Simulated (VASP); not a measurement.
# Al2Pt in VASP: notebook

One slab, Al2Pt, is run at these levels: PBE; tasks: single point.

Everything below comes from runs of VASP 6.6.1. Logs are shortened: lines on timing, memory, paths and dates and some standing lists are left out, and cuts for length are marked.

## 1. Starting point

The cell holds a slab with vacuum, 9 atoms: a = 4.205 Å, b = 4.205 Å, c = 23.583 Å, α = 90.00°, β = 90.00°, γ = 120.00°.

## 2. Single point, PBE

Input file INCAR:

```
SYSTEM = Al2Pt
PREC = Accurate
ENCUT = 520
EDIFF = 1E-6
ISMEAR = 1
SIGMA = 0.2
LREAL = .FALSE.
LASPH = .TRUE.
NELM = 80
ALGO = Normal
ISIF = 2
LWAVE = .FALSE.
LCHARG = .TRUE.
LDIPOL = .TRUE.
IDIPOL = 3
DIPOL = 0.5 0.5 0.500
GGA = PE
LELF = .TRUE.
LVHAR = .TRUE.
LVACPOTAV = .TRUE.
NBANDS = 34
```

Input file KPOINTS:

```
Automatic mesh
0
G
  9 9 1
  0 0 0
```

Input file POSCAR:

```
Al2Pt
1.0
    4.2047455503      0.0000000000      0.0000000000
   -2.1023727751      3.6414164630      0.0000000000
    0.0000000000      0.0000000000     23.5829009136
Al Pt
6 3
Direct
    0.0000000000      0.0000000000      0.3180270327
    0.3333333333      0.6666666667      0.3908162196
    0.6666666667      0.3333333333      0.4636054065
    0.0000000000      0.0000000000      0.5363945935
    0.3333333333      0.6666666667      0.6091837804
    0.6666666667      0.3333333333      0.6819729673
    0.6666666667      0.3333333333      0.3544216262
    0.3333333333      0.6666666667      0.5000000000
    0.0000000000      0.0000000000      0.6455783738
```

Potentials or basis: VASP PAW PBE potentials, release 64 (Al, Pt).

Launch:

```sh
$ cat potpaw_PBE.64/Al/POTCAR potpaw_PBE.64/Pt/POTCAR > POTCAR
$ mpirun -np 1 vasp_std > vasp.out
```

OUTCAR:

```text
SYSTEM = Al2Pt
   PREC = Accurate
   ENCUT = 520
   EDIFF = 1E-6
   ISMEAR = 1
   LREAL = .FALSE.
   LASPH = .TRUE.
   NELM = 80
   ISIF = 2
   GGA = PE

 ion  position               nearest neighbor table
   1  0.000  0.000  0.318-   7 2.57   7 2.57   7 2.57   2 2.97   2 2.97   2 2.97
   2  0.333  0.667  0.391-   7 2.57   7 2.57   7 2.57   8 2.57   1 2.97   3 2.97   3 2.97   1 2.97
                             1 2.97   3 2.97
   3  0.667  0.333  0.464-   7 2.57   8 2.57   8 2.57   8 2.57   2 2.97   2 2.97   2 2.97   4 2.97
                             4 2.97   4 2.97
   4  0.000  0.000  0.536-   9 2.57   8 2.57   8 2.57   8 2.57   5 2.97   5 2.97   5 2.97   3 2.97
                             3 2.97   3 2.97
   5  0.333  0.667  0.609-   9 2.57   9 2.57   9 2.57   8 2.57   4 2.97   6 2.97   6 2.97   4 2.97
                             4 2.97   6 2.97
   6  0.667  0.333  0.682-   9 2.57   9 2.57   9 2.57   5 2.97   5 2.97   5 2.97
   7  0.667  0.333  0.354-   3 2.57   2 2.57   2 2.57   2 2.57   1 2.57   1 2.57   1 2.57
   8  0.333  0.667  0.500-   4 2.57   3 2.57   3 2.57   4 2.57   2 2.57   5 2.57   4 2.57   3 2.57

   9  0.000  0.000  0.646-   4 2.57   5 2.57   5 2.57   5 2.57   6 2.57   6 2.57   6 2.57

  LATTYP: Found a hexagonal cell.
 ALAT       =     4.2047455503
 C/A-ratio  =     5.6086392462

  Lattice vectors:

 A1 = (   4.2047455503,   0.0000000000,   0.0000000000)
 A2 = (  -2.1023727751,   3.6414164630,   0.0000000000)
 A3 = (   0.0000000000,   0.0000000000,  23.5829009136)

Analysis of symmetry for initial positions (statically):
=====================================================================
 Subroutine PRICEL returns:
 Original cell was already a primitive cell.

 Routine SETGRP: Setting up the symmetry group for a
 hexagonal supercell.

 Subroutine GETGRP returns: Found 12 space group operations
 (whereof  6 operations were pure point group operations)
 out of a pool of 24 trial point group operations.

The static configuration has the point symmetry C_3v.
 The point group associated with its full space group is D_3d.

Analysis of symmetry for dynamics (positions and initial velocities):
=====================================================================
 Subroutine PRICEL returns:
 Original cell was already a primitive cell.

 Routine SETGRP: Setting up the symmetry group for a
 hexagonal supercell.

 Subroutine GETGRP returns: Found 12 space group operations
 (whereof  6 operations were pure point group operations)
 out of a pool of 24 trial point group operations.

The dynamic configuration has the point symmetry C_3v.
 The point group associated with its full space group is D_3d.

 Subroutine INISYM returns: Found 12 space group operations
 (whereof  6 operations are pure point group operations),
 and found     1 'primitive' translations

----------------------------------------------------------------------------------------

                                     Primitive cell

  volume of cell :     361.0832

  direct lattice vectors                    reciprocal lattice vectors
     4.204745550  0.000000000  0.000000000     0.237826520  0.137309205  0.000000000
    -2.102372775  3.641416463  0.000000000     0.000000000  0.274618410  0.000000000
     0.000000000  0.000000000 23.582900914     0.000000000  0.000000000  0.042403604

  length of vectors
     4.204745550  4.204745550 23.582900914     0.274618410  0.274618410  0.042403604

  position of ions in fractional coordinates (direct lattice)
     0.000000000  0.000000000  0.318027033
     0.333333333  0.666666667  0.390816220
     0.666666667  0.333333333  0.463605407
     0.000000000  0.000000000  0.536394593
     0.333333333  0.666666667  0.609183780
     0.666666667  0.333333333  0.681972967
     0.666666667  0.333333333  0.354421626
     0.333333333  0.666666667  0.500000000
     0.000000000  0.000000000  0.645578374

  ion indices of the primitive-cell ions
   primitive index   ion index
                 1           1
                 2           2
                 3           3
                 4           4
                 5           5
                 6           6
                 7           7
                 8           8
                 9           9

----------------------------------------------------------------------------------------

 KPOINTS: Automatic mesh

Automatic generation of k-mesh.
 Grid dimensions read from file:
 generate k-points for:    9    9    1

 Generating k-lattice:

  Cartesian coordinates                     Fractional coordinates (reciprocal lattice)
     0.026425169  0.015256578  0.000000000     0.111111111 -0.000000000  0.000000000
     0.000000000  0.030513157  0.000000000     0.000000000  0.111111111  0.000000000
     0.000000000  0.000000000  0.042403604     0.000000000  0.000000000  1.000000000

  Length of vectors
     0.030513157  0.030513157  0.042403604

  Shift w.r.t. Gamma in fractional coordinates (k-lattice)
     0.000000000  0.000000000  0.000000000

 Subroutine IBZKPT returns following result:
 ===========================================

 Found     12 irreducible k-points:

 Following reciprocal coordinates:
            Coordinates               Weight
  0.000000  0.000000  0.000000      1.000000
  0.111111  0.000000  0.000000      6.000000
  0.222222  0.000000  0.000000      6.000000
  0.333333  0.000000  0.000000      6.000000
  0.444444  0.000000  0.000000      6.000000
  0.111111  0.111111  0.000000      6.000000
  0.222222  0.111111  0.000000     12.000000
  0.333333  0.111111  0.000000     12.000000
  0.444444  0.111111  0.000000      6.000000
  0.222222  0.222222  0.000000      6.000000
  0.333333  0.222222  0.000000     12.000000
  0.333333  0.333333  0.000000      2.000000
   k-points           NKPTS =     12   k-points in BZ     NKDIM =     12   number of bands    NBANDS=     34
   number of dos      NEDOS =    301   number of ions     NIONS =      9
   total plane-waves  NPLWV = 184320
   dimension x,y,z NGX =    32 NGY =   32 NGZ =  180
   dimension x,y,z NGXF=    64 NGYF=   64 NGZF=  360
   ions per type =               6   3
   NGX,Y,Z   is equivalent  to a cutoff of  12.65, 12.65, 12.69 a.u.
   NGXF,Y,Z  is equivalent  to a cutoff of  25.30, 25.30, 25.38 a.u.
 SYSTEM =  Al2Pt
   PREC   = accura    normal or accurate (medium, high low for compatibility)
   ISTART =      0    job   : 0-new  1-cont  2-samecut
   ICHARG =      2    charge: 1-file 2-atom 10-const
   ISPIN  =      1    spin polarized calculation?
   LNONCOLLINEAR =      F non collinear calculations
   LSORBIT =      F    spin-orbit coupling
   LASPH  =      T    aspherical Exc in radial PAW
   ENCUT  =  520.0 eV  38.22 Ry    6.18 a.u.   7.82  7.82 43.85*2*pi/ulx,y,z
   NELM   =     80;   NELMIN=  2; NELMDL= -5     # of ELM steps
   EDIFF  = 0.1E-05   stopping-criterion for ELM
   LREAL  =      F    real-space projection
   EDIFFG = 0.1E-04   stopping-criterion for IOM
   NSW    =      0    number of steps for IOM
   IBRION =     -1    ionic relax: 0-MD 1-quasi-New 2-CG
   NFREE  =      0    steps in history (QN), initial steepest desc. (CG)
   ISIF   =      2    stress and relaxation
   ISYM   =      2    0-nonsym 1-usesym 2-fastsym
   POTIM  = 0.5000    time-step for ionic-motion
   TEBEG  =    0.0;   TEEND  =   0.0 temperature during run
   PSTRESS=    0.0 pullay stress
   NELECT =      48.0000    total number of electrons
   NUPDOWN=      -1.0000    fix difference up-down
   EMIN   =  10.00;   EMAX   =-10.00  energy-range for DOS
   EFERMI =   0.00;   METHOD = LEGACY
   ISMEAR =     1;   SIGMA  =   0.20  broadening in eV -4-tet -1-fermi 0-gaus
   EFERMI_NEDOS =   21; number of points for ismear=-14 and -15
   IALGO  =     38    algorithm
   IMIX   =      4    mixing-type and parameters
     AMIX     =   0.40;   BMIX     =  1.00
     AMIX_MAG =   1.60;   BMIX_MAG =  1.00
  volume/ion in A,a.u.               =      40.12       270.75
  Fermi-wavevector in a.u.,A,eV,Ry     =   0.835512  1.578889  9.497964  0.698081
  Thomas-Fermi vector in A             =   1.949083
   LORBIT       =      0    0 simple, 1 ext, 2 COOP (PROOUT), +10 PAW based schemes
   GGA     = PE    functional components
   LHFCALC =     F    Hartree Fock is set to
   AEXX    =    0.0000 exact exchange contribution
   IVDW    =     0    specifies the selected vdW correction
   LEPSILON=     F    determine dielectric tensor
   LRPA    =     F    only Hartree local field effects (RPA)
 non-spin polarized calculation
 Methfessel and Paxton  Order N= 1 SIGMA  =   0.20
  energy-cutoff  :      520.00
  volume of cell :      361.08
 maximum number of plane-waves:      9750
 NGX is ok and might be reduce to    32
   NGX = 15   NGY = 15   NGZ = 87

 dipolmoment           0.000000      0.000000     -0.000000 electrons x Angstroem

 number of electron      47.9999999 magnetization

 dipolmoment           0.000000      0.000000      0.000001 electrons x Angstroem

 Free energy of the ion-electron system (eV)
  ---------------------------------------------------
  ext. energy  EPLUGINS =         0.00000000
  ---------------------------------------------------
  free energy    TOTEN  =       -46.41933013 eV

  energy without entropy =      -46.43280411  energy(sigma->0) =      -46.42382146

 E-fermi :   1.1500     XC(G=0):  -5.4127

 val. band max:        1.1410513945   @ k =   0.4444   0.1111   0.0000
 cond. band min:       1.2904132711   @ k =   0.1111   0.0000   0.0000
 fundamental gap:      0.1493618766
 Fermi energy:         1.1499785401

 k-point     1 :       0.0000    0.0000    0.0000
  band No.  band energies     occupation
      1      -8.7167      2.00000
      2      -7.8596      2.00000
      3      -6.9859      2.00000
      4      -4.4781      2.00000
      5      -4.0866      2.00000
      6      -3.7597      2.00000
[... 26 lines left out ...]
     33       5.2340      0.00000
     34       6.2714      0.00000
[... 376 lines left out ...]
      4      -4.7470      2.00000
      5      -4.4393      2.00000
      6      -4.4393      2.00000
[... 26 lines left out ...]
     33       5.6540      0.00000
     34       7.1132      0.00000

------------------------ aborting loop because EDIFF is reached ----------------------------------------

  FORCE on cell =-STRESS in cart. coord.  units (eV):
  Direction    XX          YY          ZZ          XY          YZ          ZX
  --------------------------------------------------------------------------------------
  -------------------------------------------------------------------------------------
  Total       -2.5683308     -2.5683308     -3.6948474     -0.0000000     -0.0000000      0.0000000
  in kB      -11.3960472    -11.3960472    -16.3945611     -0.0000000     -0.0000000      0.0000000
  external PRESSURE =     -13.0622185 kB  Pullay stress =       0.0000000 kB

 VOLUME and BASIS-vectors are now :
 -----------------------------------------------------------------------------
  energy-cutoff  :      520.00
  volume of cell :      361.08
      direct lattice vectors                 reciprocal lattice vectors
     4.204745550  0.000000000  0.000000000     0.237826520  0.137309205  0.000000000
    -2.102372775  3.641416463  0.000000000     0.000000000  0.274618410  0.000000000
     0.000000000  0.000000000 23.582900914     0.000000000  0.000000000  0.042403604

 POSITION                                       TOTAL-FORCE (eV/Angst)
 -----------------------------------------------------------------------------------
      0.00000      0.00000      7.50000        -0.000000      0.000000      0.731117
     -0.00000      2.42761      9.21658         0.000000     -0.000000     -0.197403
      2.10237      1.21381     10.93316         0.000000      0.000000     -0.163707
      0.00000      0.00000     12.64974        -0.000000     -0.000000      0.163707
     -0.00000      2.42761     14.36632        -0.000000      0.000000      0.197403
      2.10237      1.21381     16.08290         0.000000     -0.000000     -0.731117
      2.10237      1.21381      8.35829         0.000000      0.000000     -0.192355
     -0.00000      2.42761     11.79145         0.000000      0.000000      0.000000
      0.00000      0.00000     15.22461        -0.000000     -0.000000      0.192355
 -----------------------------------------------------------------------------------
    total drift:                                0.000000     -0.000000      0.000043

  FREE ENERGIE OF THE ION-ELECTRON SYSTEM (eV)
  ---------------------------------------------------
  free  energy   TOTEN  =       -46.4193301307 eV

  energy  without entropy=      -46.4328041083  energy(sigma->0) =      -46.42382146

 vacuum level on the upper side and lower side of the slab         5.175         5.175
```

Run time: 4.3 min. Hardware: 1 thread of Intel Xeon Platinum 8488C (Sapphire Rapids), shared host; peak memory 0.5 GiB.

What came out:

```yaml
Free_energy: -46.4193 eV
Largest_force: 0.731 eV/Å
Band_gap_on_the_k_mesh: none (metal or under the smearing width)
Work_function_of_the_upper_face: 4.03 eV
Work_function_of_the_lower_face: 4.03 eV
```

Forces in eV/Å, atoms in the order of the input:
```
Al   0.000  0.000  0.731
Al   0.000  0.000 -0.197
Al   0.000  0.000 -0.164
Al   0.000  0.000  0.164
Al   0.000  0.000  0.197
Al   0.000  0.000 -0.731
Pt   0.000  0.000 -0.192
Pt   0.000  0.000  0.000
Pt   0.000  0.000  0.192
```

The run has no spin-orbit coupling, so splittings on Pt are missing.

## 3. Single point, PBE (bands of the relaxed slab)

INCAR: that of step 2 with these lines changed.

```diff
@@ -3,5 +3,5 @@
 ENCUT = 520
-EDIFF = 1E-6
-ISMEAR = 1
-SIGMA = 0.2
+EDIFF = 1E-7
+ISMEAR = 0
+SIGMA = 0.1
 LREAL = .FALSE.
```

Input file KPOINTS:

```
regular mesh
0
G
  9 9 1
  0 0 0
```

Input file POSCAR:

```
Al2Pt
1.0
    4.2047455503      0.0000000000      0.0000000000
   -2.1023727751      3.6414164630      0.0000000000
    0.0000000000      0.0000000000     23.5829009136
Al Pt
6 3
Direct
    0.0000000000      0.0000000000      0.3280420300
    0.3333333333      0.6666666667      0.3909141119
    0.6666666667      0.3333333333      0.4634361066
    0.0000000000      0.0000000000      0.5365639001
    0.3333333333      0.6666666667      0.6090858866
    0.6666666667      0.3333333333      0.6719579656
    0.6666666667      0.3333333333      0.3559326158
    0.3333333333      0.6666666667      0.5000000015
    0.0000000000      0.0000000000      0.6440673820
```

Potentials or basis: VASP PAW PBE potentials, release 64 (Al, Pt).

Launch:

```sh
$ cat potpaw_PBE.64/Al/POTCAR potpaw_PBE.64/Pt/POTCAR > POTCAR
$ mpirun -np 1 vasp_std > vasp.out
```

OUTCAR:

```text
SYSTEM = Al2Pt
   PREC = Accurate
   ENCUT = 520
   EDIFF = 1E-7
   ISMEAR = 0
   LREAL = .FALSE.
   LASPH = .TRUE.
   NELM = 80
   ISIF = 2
   GGA = PE

 ion  position               nearest neighbor table
   1  0.000  0.000  0.328-   7 2.52   7 2.52   7 2.52   2 2.84   2 2.84   2 2.84
   2  0.333  0.667  0.391-   7 2.56   7 2.56   7 2.56   8 2.57   1 2.84   1 2.84   1 2.84   3 2.97
                             3 2.97   3 2.97
   3  0.667  0.333  0.463-   7 2.54   8 2.58   8 2.58   8 2.58   2 2.97   2 2.97   2 2.97   4 2.98
                             4 2.98   4 2.98
   4  0.000  0.000  0.537-   9 2.54   8 2.58   8 2.58   8 2.58   5 2.97   5 2.97   5 2.97   3 2.98
                             3 2.98   3 2.98
[... 660 lines left out ...]
 VOLUME and BASIS-vectors are now :
 -----------------------------------------------------------------------------
  energy-cutoff  :      520.00
  volume of cell :      361.08
      direct lattice vectors                 reciprocal lattice vectors
     4.204745550  0.000000000  0.000000000     0.237826520  0.137309205  0.000000000
    -2.102372775  3.641416463  0.000000000     0.000000000  0.274618410  0.000000000
     0.000000000  0.000000000 23.582900914     0.000000000  0.000000000  0.042403604

 POSITION                                       TOTAL-FORCE (eV/Angst)
 -----------------------------------------------------------------------------------
      0.00000      0.00000      7.73618         0.000000     -0.000000      0.015854
     -0.00000      2.42761      9.21889        -0.000000      0.000000      0.000559
      2.10237      1.21381     10.92917         0.000000     -0.000000     -0.001841
      0.00000      0.00000     12.65373        -0.000000      0.000000      0.001841
     -0.00000      2.42761     14.36401         0.000000     -0.000000     -0.000559
      2.10237      1.21381     15.84672        -0.000000      0.000000     -0.015854
      2.10237      1.21381      8.39392         0.000000      0.000000     -0.006695
     -0.00000      2.42761     11.79145         0.000000     -0.000000      0.000000
      0.00000      0.00000     15.18898        -0.000000     -0.000000      0.006695
 -----------------------------------------------------------------------------------
    total drift:                                0.000000     -0.000000      0.000064

  FREE ENERGIE OF THE ION-ELECTRON SYSTEM (eV)
  ---------------------------------------------------
  free  energy   TOTEN  =       -46.6078544236 eV

  energy  without entropy=      -46.5959961764  energy(sigma->0) =      -46.60192530

 vacuum level on the upper side and lower side of the slab         5.262         5.262
```

OSZICAR:

```text
N       E                     dE             d eps       ncg     rms          rms(c)
DAV:   1     0.246887857528E+03    0.24689E+03   -0.17396E+04   816   0.110E+03
DAV:   2    -0.278493962173E+02   -0.27474E+03   -0.24938E+03  1046   0.200E+02
DAV:   3    -0.483338177107E+02   -0.20484E+02   -0.19794E+02  1038   0.525E+01
[... 17 lines left out ...]
DAV:  21    -0.466078445923E+02   -0.16933E-04   -0.10929E-06   770   0.254E-03    0.528E-04
DAV:  22    -0.466078532493E+02   -0.86570E-05   -0.76093E-07   694   0.140E-03    0.216E-04
DAV:  23    -0.466078542481E+02   -0.99882E-06   -0.58867E-08   726   0.633E-04    0.102E-04
DAV:  24    -0.466078543908E+02   -0.14273E-06   -0.56655E-09   648   0.256E-04    0.336E-05
DAV:  25    -0.466078544236E+02   -0.32791E-07   -0.18047E-09   636   0.141E-04
   1 F= -.46607854E+02 E0= -.46601925E+02  d E =-.118582E-01
```

Run time: 5 min. Hardware: 1 thread of Intel Xeon Platinum 8488C (Sapphire Rapids), shared host; peak memory 0.5 GiB.

What came out:

```
Free energy                     : -46.6079 eV
Largest force                   : 0.016 eV/Å
Band gap on the k mesh          : none (metal or under the smearing width)
Work function of the upper face : 4.19 eV
Work function of the lower face : 4.19 eV
```

Forces in eV/Å, atoms in the order of the input:
```
Al   0.000  0.000  0.016
Al   0.000  0.000  0.001
Al   0.000  0.000 -0.002
Al   0.000  0.000  0.002
Al   0.000  0.000 -0.001
Al   0.000  0.000 -0.016
Pt   0.000  0.000 -0.007
Pt   0.000  0.000  0.000
Pt   0.000  0.000  0.007
```

The run has no spin-orbit coupling, so splittings on Pt are missing.
